Shortening every bond in gallium arsenide by one percent takes about two gigapascals, some twenty thousand atmospheres. The table follows the zinc-blende crystal from a slightly stretched cell to a strongly squeezed one, computed with density functional theory for atoms at rest.

Zinc-blende GaAs at ten volumes, computed with Ansatz 0.2.0 using density functional theory with the r2SCAN functional, without spin polarisation or spin–orbit coupling. The runs use PAW potentials, a plane-wave cutoff of 500 eV, an 8×8×8 k mesh and fixed occupations. Pressure and stress are positive in compression.

| volume (Å³/atom) | shortest distance (Å) | pressure (GPa) | stress xx (GPa) | stress yy (GPa) | stress zz (GPa) |
| --- | --- | --- | --- | --- | --- |
| 20.118 | 2.355 | 11.740 | 11.740 | 11.740 | 11.740 |
| 20.536 | 2.372 | 9.330 | 9.330 | 9.330 | 9.330 |
| 20.754 | 2.380 | 8.170 | 8.170 | 8.170 | 8.170 |
| 20.818 | 2.382 | 7.840 | 7.840 | 7.840 | 7.840 |
| 20.979 | 2.389 | 7.030 | 7.030 | 7.030 | 7.030 |
| 21.076 | 2.392 | 6.560 | 6.560 | 6.560 | 6.560 |
| 21.402 | 2.404 | 5.060 | 5.060 | 5.060 | 5.060 |
| 22.064 | 2.429 | 2.350 | 2.350 | 2.350 | 2.350 |
| 22.739 | 2.454 | 0.010 | 0.010 | 0.010 | 0.010 |
| 23.428 | 2.478 | -2.010 | -2.010 | -2.010 | -2.010 |

### 1. Which cell is at rest, and what is a negative pressure?

The cell at 22.739 Å³/atom is at rest: its pressure is almost zero and its energy is the lowest of the ten. In the one larger cell the bonds are too long and pull inward. The crystal would shrink if it were let go, so an outside pull has to hold it open. With compression counted as positive, that pull appears as a negative pressure.

### 2. Do three equal stresses confirm the pressure three times?

They don't, because in a cubic crystal the three directions are equivalent and the stresses must agree. The same symmetry fixes the atoms within the cell, so the volume alone sets the bond length. From rest to the smallest cell the volume falls by 11.5%, but the bonds shorten by only 4.0%. For small changes, the volume changes by three times the percentage of the length.

### 3. Why is squeezing harder than stretching?

Cell edges 1% shorter than at rest need 2.35 GPa, while edges 1% longer need a pull of only 2.01 GPa. The resistance is measured by the bulk modulus $B=-V\,dP/dV$, where $P$ is the pressure and $V$ the volume. It rises from about 68 GPa between the two largest cells to about 117 GPa between the two smallest.

The usual explanation is a contest between bonding and repulsion. At rest the two balance. As the atoms approach, their electron clouds overlap more, and the Pauli principle forces electrons into states of higher kinetic energy. This repulsion grows faster than the gain from bonding, so each further step of equal size needs a larger rise in pressure than the last. The energy terms of these runs fit that picture: the kinetic term rises by 0.88 eV per cell over the first 1% of shortening, and by about 1.0 eV per 1% between 21.076 and 20.754 Å³/atom. It is only one piece of the PAW bookkeeping, so it supports the explanation without proving it. A small part of the asymmetry is expected from geometry alone: even a perfect spring of a bond would give a higher pressure in the smaller cell, because the same force acts on less area.

A diatomic molecule has the same lopsided energy curve, steep towards short bonds and gentle towards long ones. The comparison holds for the shape of the curve only. In the crystal all bonds change together, and its stiffness can't be read from the force constant of a molecule.

### 4. Can the rows near rest predict the highest pressure?

They can, to within a few percent, if the law allows for stiffening. A good measure of compression is the finite strain

$$f=\tfrac12\left[(V_0/V)^{2/3}-1\right],$$

where $V_0$ is the volume at rest. Let the energy per atom rise as $E=\tfrac92BV_0f^2$, with $B$ now the modulus at rest. Taking $P=-dE/dV$ gives

$$P=3Bf(1+2f)^{5/2}.$$

This is the second-order Birch–Murnaghan law. The two neighbours of the resting cell supply the modulus:

$$B\approx22.739\times\frac{2.350+2.010}{23.428-22.064}\approx72.7\ \text{GPa}.$$

For the smallest cell, $V_0/V=22.739/20.118\approx1.130$, so $f\approx0.0425$ and

$$P\approx3\times72.7\times0.0425\times1.085^{5/2}\approx11.4\ \text{GPa}.$$

The computed pressure is 11.74 GPa, so the estimate is 3% low for a row that played no part in finding $B$. A modulus held constant at its resting value would give only 8.9 GPa, about a quarter too little.

The law has a built-in rate of stiffening: at rest, $B$ grows by 4 GPa for each GPa of pressure. A third-order version fitted to all ten rows puts this rate near 4.5, which accounts for the shortfall. The printed analysis below compares the laws row by row.

With these values of $V_0$ and $B$, the formula describes zinc blende only. Real GaAs changes to another structure when it is squeezed hard enough. The table doesn't compare structures, so it can't say whether zinc blende is still the stable one at the highest pressures.

### 5. Which digits can be trusted?

Within this set of calculations, the hundredths of a gigapascal are meaningful; the zero printed after them is only padding. Adding up the fitted pressure over the change in volume reproduces the separately computed energies to about 0.1 meV per two-atom cell, out of 172 meV for the full compression. Pressure and energy thus agree with each other, though both would share any error of the functional, the k mesh or the PAW potentials.

Slopes between close rows are less secure. Between 20.754 and 20.818 Å³/atom the pressure changes by only 0.33 GPa, and rounding alone could shift the modulus found there by up to 5%. That is more than the difference from the next pair of rows. For a stiffness, use rows farther apart or a fit to the whole curve.

### 6. What would another functional or another element change?

Another functional would move the resting volume and usually change the stiffness too. If the resting volume moved outward by 1%, the pressure at a given volume near rest would rise by about $0.01\times72.7\approx0.7$ GPa. The hundredths would not survive that change. Zero-point motion and warming to room temperature, both left out here, also push the resting volume outward. To compare the stiffness found by two methods, or by a method and a measurement, take the pressures at equal $V/V_0$ rather than at equal volume.

Replacing arsenic by the smaller phosphorus gives shorter, stiffer bonds. The same fractional squeeze then takes more pressure. The formula of question 4 can serve again as a first estimate, with a new $V_0$ and a new $B$.

### 7. Why does the direct gap rise more slowly at high pressure?

The direct gap is the smallest energy needed to lift an electron without changing its crystal momentum. In the same calculations it grows by about 111 meV per GPa around the resting cell, but by only 79 meV per GPa between 21.076 and 20.536 Å³/atom. It looks as if the electrons were losing their sensitivity to compression.

Measured against volume, that loss disappears. For each percent of volume removed, the direct gap widens by about 80 meV near rest and 85 meV in the squeezed cells. The electrons respond about as strongly as before, but the stiffer crystal gives up less volume per gigapascal. The widening itself is standard bonding physics: the lowest empty state at zero crystal momentum is antibonding, and shorter bonds push it up relative to the filled states.

To carry a direct gap from one pressure to another, first convert the pressures to volumes, then use the change per percent of volume. The same rate serves for the smallest gap of any kind only while that gap is the direct one. In these r2SCAN calculations the smallest gap peaks near 1.6 eV at about 7 GPa. Around that pressure the lowest empty state on the common k mesh moves twice. It sits at zero crystal momentum up to 6.56 GPa, at the zone-boundary point L at 7.03 GPa, and at the zone-boundary point X from 7.84 GPa. A point slightly off X was computed only for the smallest cell, where it lies 0.02 eV lower still. A similar dip in the other cells could put the lowest state near X already at 7.03 GPa, so the stop at L is not certain. Once it has reached X, further squeezing shrinks the smallest gap slowly. The pressure curve shows no kink there, because the states that change order are empty. Neither number is a forecast for the real crystal. Functionals of this kind tend to make gaps too small, while spin–orbit coupling, left out here, is expected to lower them. The pressure of the peak hangs on small differences between the competing empty states: at 7.03 GPa the direct gap exceeds the gap to L by only 17 meV.

Output of the analysis:

```
fit of pressure on 10 rows: coefficient of t1 72.61 +/- 0.057, coefficient of t2 36.6 +/- 1.1; rms 0.00358, worst 23.428 -0.00779, leave-one-out rms 0.00627
Laws, slopes from the row above, energies and gaps:
     row  'P constant B (GPa)'  'P finite strain (GPa)'  'B between rows (GPa)'  'rounding bound (%)'  'energy (meV/cell)'  'energy from P (meV/cell)'  'direct gap (eV)'  'smallest mesh gap (eV)'
  20.118                 8.911                    11.39                     n/a                   n/a                171.8                       171.8              1.982                     1.529
  20.536                 7.417                    9.098                   117.2                0.6542                  117                       116.9              1.807                     1.575
  20.754                 6.649                    7.985                   109.9                 1.321                93.25                       93.15              1.717                     1.598
  20.818                 6.425                    7.669                   107.2                 4.593                86.84                       86.76              1.691                     1.604
  20.979                 5.865                    6.894                   105.1                 1.856                71.87                       71.83              1.626                     1.609
  21.076                  5.53                     6.44                   101.9                 3.159                63.63                        63.6              1.587                     1.587
  21.402                 4.414                    4.985                   97.73                0.9734                40.04                          40              1.459                     1.459
  22.064                   2.2                    2.338                   88.97                0.5201                 9.71                       9.687              1.207                     1.207
  22.739              0.009999                     0.01                   77.66                0.5755                    0                   0.0001951             0.9625                    0.9625
  23.428                 -2.16                   -2.035                   67.68                0.6402                 8.86                       8.876             0.7247                    0.7247
Volume lost from equilibrium to the smallest cell (%): 11.53
Bond shortening over the same range (%): 4.034
Pressure at 1% shorter edges over tension at 1% longer edges (ratio): 1.169
Bulk modulus from the two neighbours of equilibrium (GPa): 72.68
Highest pressure less constant-modulus law (GPa): 2.829
Highest pressure less finite-strain law (GPa): 0.349
Miss of the finite-strain law there (% of pressure): 2.973
Pressure derivative of the bulk modulus from the fit (no unit): 4.504
Largest gap between energy and integrated pressure (meV per cell): 0.09818
Direct gap rise near equilibrium (meV per GPa): 110.7
Direct gap rise between 21.076 and 20.536 Å³/atom (meV per GPa): 79.19
Direct gap slope against ln V near equilibrium (eV): -8.045
Direct gap slope against ln V between 21.076 and 20.536 Å³/atom (eV): -8.451
Gap to X between 20.818 and 20.536 Å³/atom (meV per GPa): -19.57
```
